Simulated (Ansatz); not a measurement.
The system is BaTiO3.

```
CELL_PARAMETERS angstrom
-3.99980 0.00000 0.00000
0.00000 0.00000 -4.01800
0.00000 -7.99960 0.00000
ATOMIC_POSITIONS crystal
Ba 0.00144 0.02304 0.50759
Ba 0.99856 0.97696 0.99241
Ti 0.48033 0.56319 0.23580
Ti 0.51967 0.47281 0.76420
O 0.49380 0.96597 0.25815
O 0.50620 0.00203 0.74185
O 0.50761 0.49933 0.50744
O 0.49239 0.47067 0.99256
O 0.01522 0.48841 0.27113
O 0.98478 0.48159 0.72887
```

```yaml
Program: Ansatz 0.2.0
Task: relaxation of cell and atoms
Functional: RPBE
Dispersion: D3(BJ)
Potentials_or_basis: Ansatz PAW
Cutoff: "420 eV (not typed: the program's choice for these potentials)"
k_mesh: 7 × 7 × 4
Occupations: fermi-dirac, width 0.05 eV
Spin: no spin polarisation
```

At the start: volume 12.86 Å³/atom.

Where does the relaxation end?

It ends after 8 steps and the volume is 11.50 Å³/atom (-10.5 %); space group Pm-3m (No. 221, to 0.05 Å).

Step by step:
```csv
step,energy change (eV),largest force (eV/Å),volume (Å³)
1,0.0000,6.8833,128.56
2,-2.1307,3.6049,118.51
3,-2.6647,0.1264,115.98
4,-2.6772,0.0096,115.14
5,-2.6775,0.0012,115.21
6,-2.6545,0.0012,115.21
7,-2.6554,0.0011,115.00
8,-2.6549,0.0011,115.00
```

Final structure:
```xyz
10
Lattice="-3.8597 0.0000 0.0000 0.0000 0.0000 -3.8597 0.0000 -7.7195 0.0000" Properties=species:S:1:pos:R:3 pbc="T T T"
Ba    0.0000   -3.8598    0.0216
Ba   -3.8597   -7.7195   -3.8381
Ti   -1.9299   -1.9300   -1.9084
Ti   -1.9298   -5.7897   -1.9083
O    -1.9298   -1.9298   -3.8380
O    -1.9299   -5.7896    0.0217
O    -1.9299   -3.8597   -1.9082
O    -1.9299   -7.7194   -1.9082
O     0.0000   -1.9298   -1.9082
O    -3.8598   -5.7896   -1.9082
```

Caveat: the plane-wave basis is chosen anew once the cell has moved, so the energies of steps on either side of that aren't comparable; the pressure holds a Pulay correction of +0.5 GPa for the finite cutoff; the volume moved by -11 % from the deposited cell, more than functionals usually miss; the PAW data sets come from PBE, with cores solved anew for the run's functional, which leaves a small shift of forces and pressure.
